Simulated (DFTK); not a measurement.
## MgSe under changes of volume

One of the cells (20.246 Å³/atom); the others are scaled copies at fixed shape and fractional positions:

```
Se Mg
1.0
     0.00000    2.72550    2.72550
     2.72550    0.00000    2.72550
     2.72550    2.72550    0.00000
Se Mg
1 1
Cartesian
  2.7255 2.7255 2.7255
  0.0000 0.0000 0.0000
```

* Program: DFTK 0.8.2
* Functional: PBEsol
* Potentials or basis: dojo.nc.sr.pbesol.v0_4_1.standard.upf (PBEsol)
* Cutoff: 1170 eV
* k mesh: 8 × 8 × 8
* Occupations: fermi-dirac, width 0.05 eV
* Spin: no spin polarisation

```tsv
volume (Å³/atom)	energy over the lowest point (meV/atom)	pressure (GPa)	gap on the mesh (eV)
19.031	16.40	4.5	1.87
19.436	7.04	2.9	1.84
19.841	?	?	?
20.246	0.00	0.0	1.77
20.651	1.57	-1.2	1.74
21.056	6.10	-2.3	1.71
21.461	13.29	-3.4	1.68
```

Task: What does the run at 19.841 Å³/atom give?

Result: Energy over the lowest point 1.71 meV/atom; pressure 1.4 GPa; gap on the mesh 1.80 eV.

Worked out: A Birch-Murnaghan fit of order 3 (a polynomial in V^(-2/3)) to the other rows has its minimum at 20.25 Å³/atom with B0 = V·E''(V) = 65 GPa and B' = 4.1. It gives 1.70 meV/atom at 19.841 Å³/atom, against the run's 1.71, and -dE/dV = 1.4 GPa, against 1.4. A straight line through the other rows of the gap, of slope -1.6 eV per unit of ln V, gives 1.80 eV, against the run's 1.80.

Energies are extrapolated to zero smearing.

A mesh can miss the band edges. Spin-orbit coupling on Se is left out.
